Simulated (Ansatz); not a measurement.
## A vibration from a frozen displacement in TiAl

Level of theory: DFT PBEsol, scalar-relativistic, plane waves, PAW in Ansatz. Cutoff 420 eV, Γ-centred 16×16×12 k-points, Gaussian smearing of 0.15 eV. No spin polarisation. Energies are free energies at this smearing, counted from the undisturbed cell; pressure is positive in compression.

The starting cell (as given, not relaxed at this level; it stands at -3.9 GPa, and it needn't be the usual structure):

```
CELL_PARAMETERS angstrom
2.83730 0.00000 0.00000
0.00000 2.83730 0.00000
0.00000 0.00000 4.05910
ATOMIC_POSITIONS crystal
Ti 0.00000 0.00000 0.00000
Al 0.50000 0.50000 0.50000
```

Every Ti atom is moved by x along the Cartesian unit vector (-0.707, -0.707, 0.000); the cell and all other atoms stay fixed. The cell's volume is 32.68 Å³; the moved atoms weigh 47.867 u together and the others 26.982 u. Some rows repeat others by symmetry and weren't run.

| x (Å) | ΔE (meV/cell) | total force on the moved atoms along the move (eV/Å) | pressure (GPa) |
| --- | --- | --- | --- |
| -0.2000 | 86.04 | 0.8662 | -2.9545 |
| -0.1750 | 65.77 | 0.7556 | -3.1830 |
| -0.1500 | 48.25 | 0.6460 | -3.3813 |
| -0.1250 | 33.47 | 0.5370 | -3.5494 |
| -0.1000 | 21.40 | 0.4288 | -3.6871 |
| -0.0750 | 12.03 | 0.3210 | -3.7942 |
| -0.0500 | 5.34 | 0.2138 | -3.8708 |
| -0.0250 | 1.34 | 0.1068 | -3.9168 |
| 0.0000 | 0.00 | 0.0000 | -3.9321 |
| 0.0250 | 1.34 | -0.1068 | -3.9168 |
| 0.0500 | 5.34 | -0.2138 | -3.8708 |
| 0.0750 | 12.03 | -0.3210 | -3.7942 |
| 0.1000 | 21.40 | -0.4288 | -3.6871 |
| 0.1250 | 33.47 | -0.5370 | -3.5494 |
| 0.1500 | 48.25 | -0.6460 | -3.3813 |
| 0.1750 | 65.77 | -0.7556 | -3.1830 |
| 0.2000 | 86.04 | -0.8662 | -2.9545 |

Question: What frequency belongs to this motion?

Answer: The force constant is k = −dF/dx = 4.271 eV/Å², from the parabola through x = -0.0250, 0 and 0.0250. In every cell the moved atoms swing against the rest, so the mass is μ = m₁m₂/(m₁ + m₂) = 17.255 u, and ν̃ = 521.5 cm⁻¹ × √(|k|/μ) = 259 cm⁻¹, at this cell's pressure of -3.9 GPa. To first order in x, and within 1 %, the force on every atom lies along the move and, within each of the two groups, in proportion to the atom's mass, so this is itself a mode at the zone centre of this cell.

Question: How far does the harmonic law reach?

Answer: At x = -0.200 Å, kx²/2 = 85.42 meV against the computed 86.04 meV (+0.7 %): the well is still close to harmonic there.

Question: The pressure changes with x². What does that say about the frequency under compression?

Answer: With E = k(V)x²/2, k ∝ V^(−2γ) and x scaling with the cell as V^(1/3), P − P0 = −∂E/∂V = (2γ − 2/3) ΔE/V. At x = 0.0500 Å, V(P − P0) = 32.68 × 0.06129 / 160.2 eV = 12.50 meV and ΔE = 5.34 meV, so γ = 1/3 + V(P − P0)/(2ΔE) = 1.50. This is the Grüneisen parameter of the motion under uniform scaling of the cell: shrinking the cell evenly by 1 % in volume raises the frequency by about 1.50 %.

In a metal these slopes depend on the k mesh and the smearing.